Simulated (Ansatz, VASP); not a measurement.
# Two plane-wave programs on SrCl2

INCAR

```
SYSTEM = SrCl2
PREC = Accurate
ENCUT = 520
EDIFF = 1E-6
ISMEAR = 0
SIGMA = 0.02
LREAL = .False.
LASPH = .True.
NELM = 100
ALGO = Normal
ISIF = 2
LWAVE = .False.
LCHARG = .False.
GGA = CA
NBANDS = 19
```

File KPOINTS:

```
Automatic mesh
0
Gamma
  6 6 6
  0 0 0
```

Contents of POSCAR:

```
SrCl2
1.0
    0.0000000000      3.3965000000      3.3965000000
    3.3965000000      0.0000000000      3.3965000000
    3.3965000000      3.3965000000      0.0000000000
Sr Cl
1 2
Direct
    0.0000000000      0.0000000000      0.0000000000
    0.2500000000      0.2500000000      0.2500000000
    0.7500000000      0.7500000000      0.7500000000
```

Input for Ansatz:

```yaml
crystal:
  lattice:
    - [0.0, 3.3965, 3.3965]
    - [3.3965, 0.0, 3.3965]
    - [3.3965, 3.3965, 0.0]
  atoms:
    - { symbol: Sr, position: [0.0, 0.0, 0.0] }
    - { symbol: Cl, position: [0.25, 0.25, 0.25] }
    - { symbol: Cl, position: [0.75, 0.75, 0.75] }
basis:
  ecutwfc: 420
kpoints:
  mp_grid: { grid: [6, 6, 6] }
hamiltonian:
  xc: lda
scf:
  occupations: { method: gaussian, width: 0.02 }
output:
  forces: true
  stress: true
  eigenvalues: true
```

Alike in both runs: task single point; functional LDA; k mesh 6 × 6 × 6; occupations gaussian, width 0.02 eV; no spin polarisation.

|  | VASP | Ansatz |
| --- | --- | --- |
| version | VASP 6.6.1 | Ansatz 0.2.0 |
| potentials or method | VASP PAW LDA potentials, release 64 (Sr_sv, Cl) | scalar-relativistic, plane waves, PAW |
| plane-wave cutoff (eV) | 520 | 420 |
| valence electrons in the cell | 24 | 24 |

|  | VASP | Ansatz | Ansatz less VASP |
| --- | --- | --- | --- |
| gap on the k mesh at the Fermi level (eV) | 5.09 | 5.10 | +0.006 |
| least direct gap on the mesh (eV) | 5.09 | 5.10 | +0.006 |
| pressure (GPa) | 0.3 | 0.1 | -0.18 |

A k mesh can miss the band edges. A hybrid or GW would open this gap; LDA tends to underestimate it.
